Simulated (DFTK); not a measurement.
**HfB2 under changes of volume**

One of the cells (9.905 Å³/atom); the others are scaled copies at fixed shape and fractional positions:

```
Hf B
1.0
     3.14000    0.00000    0.00000
    -1.57000    2.71932    0.00000
     0.00000    0.00000    3.48000
Hf B
1 2
Direct
  0.00000 0.00000 0.00000
  0.66667 0.33333 0.50000
  0.33333 0.66667 0.50000
```

- Program: DFTK 0.8.2
- Functional: PBEsol
- Potentials or basis: dojo.nc.sr.pbesol.v0_4_1.standard.upf (PBEsol)
- Cutoff: 1034 eV
- k mesh: 10 × 10 × 8
- Occupations: fermi-dirac, width 0.05 eV
- Spin: no spin polarisation

| volume (Å³/atom) | energy over the lowest point (meV/atom) | pressure (GPa) |
| --- | --- | --- |
| 9.311 | 18.53 | 13.7 |
| 9.509 | 5.51 | 7.3 |
| 9.707 | 0.00 | 1.6 |
| 9.905 | 1.28 | -3.6 |
| 10.103 | ? | ? |
| 10.301 | 21.73 | -12.7 |
| 10.499 | 39.80 | -16.6 |

Problem. What does the run at 10.103 Å³/atom give?

Solution. Energy over the lowest point 8.72 meV/atom; pressure -8.4 GPa.

Worked out: A Birch-Murnaghan fit of order 3 (a polynomial in V^(-2/3)) to the other rows has its minimum at 9.77 Å³/atom with B0 = V·E''(V) = 263 GPa and B' = 3.9 at fixed shape and positions, which overstates the stiffness. It gives 8.72 meV/atom at 10.103 Å³/atom, against the run's 8.72, and -dE/dV = -8.3 GPa, against -8.4.

Energies are extrapolated to zero smearing.
